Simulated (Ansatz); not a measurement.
# AlRu: the crystal squeezed far

The task here is to estimate one member of a computed series from the others.

Method: DFT, PBE, PAW with Ansatz's default frozen-core files, scalar-relativistic, in Ansatz 0.2.0.

**The structure to begin with**

It takes space group P-6m2 (No. 187, hexagonal). Conventional cell: a = 3.349 Å, b = 3.349 Å, c = 3.282 Å, α = 90.00°, β = 90.00°, γ = 120.00°. Ru (site symmetry -6m2) is surrounded by 6 Al at 2.54 Å. Al (site symmetry -6m2) has 6 Ru at 2.54 Å as nearest neighbours.

Structure file:

```cif
data_structure
_symmetry_space_group_name_H-M 'P-6m2'
_symmetry_Int_Tables_number 187
_cell_length_a 3.3489
_cell_length_b 3.3489
_cell_length_c 3.2819
_cell_angle_alpha 90.000
_cell_angle_beta 90.000
_cell_angle_gamma 120.000
_cell_volume 31.87
loop_
_atom_site_label
_atom_site_type_symbol
_atom_site_symmetry_multiplicity
_atom_site_Wyckoff_symbol
_atom_site_fract_x
_atom_site_fract_y
_atom_site_fract_z
_atom_site_occupancy
Ru1 Ru 1 a 0.00000 0.00000 0.00000 1
Al1 Al 1 d 0.33333 0.66667 0.50000 1
```

The file gives the conventional cell by its symmetry; the runs use the cell typed in the input.

Whether this phase is the stable one at these pressures isn't tested.

Atoms are numbered in the order of the input: Ru1, Al2.

Set-up of the first run:

Input file input.yaml:

```yaml
crystal:
  lattice:
    - [3.3488558192, 0.0, 0.0]
    - [-1.6744279096, 2.900194213, 0.0]
    - [0.0, 0.0, 3.2818787028]
  atoms:
    - { symbol: Ru, position: [0.0, 0.0, 0.0] }
    - { symbol: Al, position: [0.3333333333, 0.6666666667, 0.5] }
kpoints:
  mp_grid: { grid: [13, 13, 12] }
scf:
  occupations: { method: fermi_dirac, width: 0.05 }
hamiltonian:
  xc: pbe
  pseudopotentials: { kind: paw }
output:
  forces: true
  stress: true
relax:
  f_tol: 0.005
  max_steps: 40
  cell: {}
```

Launch:

```console
> ansatz run input.yaml --threads 1 --pin off --max-ram 2048MiB --backend cpu --events-out ev --progress --plain --runs-dir out
```

Steps of the session up to this table: Cell relaxed at zero pressure, PAW; More of the same log: cell relaxed at zero pressure; Volume scaled by 1, PAW; Shape and atoms relaxed at 0.94 of the volume, PAW; Volume scaled by 0.94, PAW; Shape and atoms relaxed at 0.88 of the volume, PAW; Volume scaled by 0.88, PAW; Shape and atoms relaxed at 0.8 of the volume, PAW; Volume scaled by 0.8, PAW; Shape and atoms relaxed at 0.72 of the volume, PAW; Volume scaled by 0.72, PAW; Shape and atoms relaxed at 0.64 of the volume, PAW; Volume scaled by 0.64, PAW; Shape and atoms relaxed at 0.55 of the volume, PAW; Volume scaled by 0.55, PAW; Volume scaled by 0.55, PAW (partial_waves polarizable).

One table of the session follows, with a row left open; its other results are not shown here.

 The rows PAW, 0.55 and PAW (partial_waves polarizable), 0.55 agree to the last digit and may rest on the same set-up.

```
                         method  volume over the first  volume (Å³/atom)  pressure (GPa)
                            PAW                      1                 ?               ?
                            PAW                   0.94            13.283           13.39
                            PAW                   0.88            12.435           32.10
                            PAW                    0.8            11.305           69.23
                            PAW                   0.72            10.174          128.10
                            PAW                   0.64             9.044          223.19
                            PAW                   0.55             7.772          407.51
PAW (partial_waves polarizable)                   0.55             7.772          407.51
```

Q: Estimate the row for PAW, 1 from the others.

The run gave: volume (Å³/atom): 14.131; pressure (GPa): 0.01. In the column «volume (Å³/atom)» it is the highest.
